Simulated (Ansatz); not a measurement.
# InGa3P4: the cost of one run

Computed with Ansatz 0.2.0 (DFT PBE, scalar-relativistic, plane waves, PAW, unless a step's input says otherwise).

## Step 1: Starting point

It takes space group Pm-3m (No. 221, cubic). The conventional cell has a = 5.443 Å, b = 5.443 Å, c = 5.443 Å, α = 90.00°, β = 90.00°, γ = 90.00°. Around In (site symmetry m-3m) lie 6 P at 2.72 Å. Ga (site symmetry 4/mmm) is surrounded by 6 P at 2.72 Å. Around P (site symmetry 4/mmm) lie 2 In at 2.72 Å and 4 Ga at 2.72 Å. P (site symmetry m-3m) is surrounded by 6 Ga at 2.72 Å.

Structure file:

```
In Ga P
1.0
     5.44337    0.00000    0.00000
     0.00000    5.44337    0.00000
     0.00000    0.00000    5.44337
In Ga P
1 3 4
Direct
  0.50000 0.50000 0.50000
  0.00000 0.00000 0.50000
  0.50000 0.00000 0.00000
  0.00000 0.50000 0.00000
  0.50000 0.50000 0.00000
  0.00000 0.50000 0.50000
  0.50000 0.00000 0.50000
  0.00000 0.00000 0.00000
```

The start is an ordering of an alloy on its end members' structure types: elements ordered on the sites of the InP type, Ga/In on In (Pm-3m, No. 221).

## Step 2: The guess as it stands, on a coarse mesh

Contents of input.yaml:

```yaml
crystal:
  lattice:
    - [5.44337046, 0.0, 0.0]
    - [0.0, 5.44337046, 0.0]
    - [0.0, 0.0, 5.44337046]
  atoms:
    - { symbol: In, position: [0.5, 0.5, 0.5] }
    - { symbol: Ga, position: [0.0, 0.0, 0.5] }
    - { symbol: Ga, position: [0.5, 0.0, 0.0] }
    - { symbol: Ga, position: [0.0, 0.5, 0.0] }
    - { symbol: P, position: [0.5, 0.5, 0.0] }
    - { symbol: P, position: [0.0, 0.5, 0.5] }
    - { symbol: P, position: [0.5, 0.0, 0.5] }
    - { symbol: P, position: [0.0, 0.0, 0.0] }
basis:
  ecutwfc: 420
kpoints:
  mp_grid: { grid: [4, 4, 4] }
hamiltonian:
  xc: pbe
scf:
  occupations: { method: gaussian, width: 0.1 }
  lower_state_search: "off"
output:
  forces: true
  stress: true
  eigenvalues: true
```

The run is started by

```sh
$ ansatz run input.yaml --threads 1 --pin off --max-ram 2560MiB --backend cpu --events-out ev --progress --plain --runs-dir out
```

Q: Estimate wall time and peak memory on 1 thread of Intel Xeon 6975P-C (Granite Rapids), shared host.

About 3.4 s, with a peak of 0.46 GiB.
